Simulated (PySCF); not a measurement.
# MgO: density of states with PBE

The system is MgO.

```
Mg O
1.0
     2.93802    0.00000    0.00000
    -1.46901    2.54440    0.00000
     0.00000    0.00000    2.67968
Mg O
1 1
Cartesian
  0.0000 0.0000 0.0000
  0.0000 1.6963 1.3398
```

Measurements of this composition are mostly on another form, of space group No. 225.

| Quantity | Value |
| --- | --- |
| Program | PySCF 2.14.0 |
| Task | density of states |
| Functional | PBE |
| Potentials or basis | DZVP-MOLOPT-SR/GTH-PBE (potentials made for PBE) |
| k mesh | 10 × 10 × 10 |
| Occupations | fermi-dirac, width 0.05 eV |
| Spin | no spin polarisation |
| Symmetry | yes |
| Density cutoff | 400 Ha |
| Exponents discarded below (exp_to_discard) | 0.02 1/bohr^2 |
| Potentials | Mg GTH-PBE-q10, O GTH-PBE-q6 |
| Gaussian width of the DOS | 0.15 eV |
| conv_tol | 1e-07 Ha |
| max_cycle | 60 |
| Coulomb method | multigrid |

```json
{"Band gap on the k mesh": "2.86 eV, indirect (least direct gap 3.36 eV)", "Mulliken charges": "Mg +1.08; O -1.08 e"}
```

Levels at points of the mesh, in eV from the valence-band top:
| k point | band 5 | band 6 | band 7 | band 8 | band 9 | band 10 | band 11 | band 12 |
| --- | --- | --- | --- | --- | --- | --- | --- | --- |
| (0.00, 0.00, 0.00) | -17.51 | -0.57 | -0.57 | -0.50 | 2.86 | 17.77 | 17.78 | 21.91 |
| (0.00, 0.00, 0.50) | -16.40 | -5.50 | -0.09 | -0.09 | 8.15 | 9.05 | 21.86 | 21.87 |
| (0.50, 0.50, 0.00) | -16.42 | -5.01 | -1.39 | -0.05 | 6.98 | 10.54 | 18.25 | 21.53 |
| (0.50, 0.50, 0.50) | -15.63 | -3.81 | -3.41 | -0.76 | 6.04 | 12.76 | 14.35 | 15.76 |

States per cell in windows of 1 eV (zero at the valence-band top; states under -8 eV left out):
```tsv
from (eV)	total
-8.0	0.00
-7.0	0.00
-6.0	0.06
-5.0	0.74
-4.0	1.27
-3.0	1.01
-2.0	1.47
-1.0	1.40
0.0	0.05
1.0	0.00
2.0	0.00
3.0	0.03
4.0	0.07
5.0	0.15
6.0	0.60
7.0	0.93
```

Run time: 7.1 min on 4 threads of Arm Neoverse V1, with other jobs on the host, peak memory 5.5 GiB.

Caveat: the density mesh is thin for the hardest basis functions, which adds noise to energies, forces and pressure; Mulliken charges move with the basis; the basis of atomic orbitals isn't converged, which shifts pressures, moduli and gaps. A k mesh can miss the band edges.
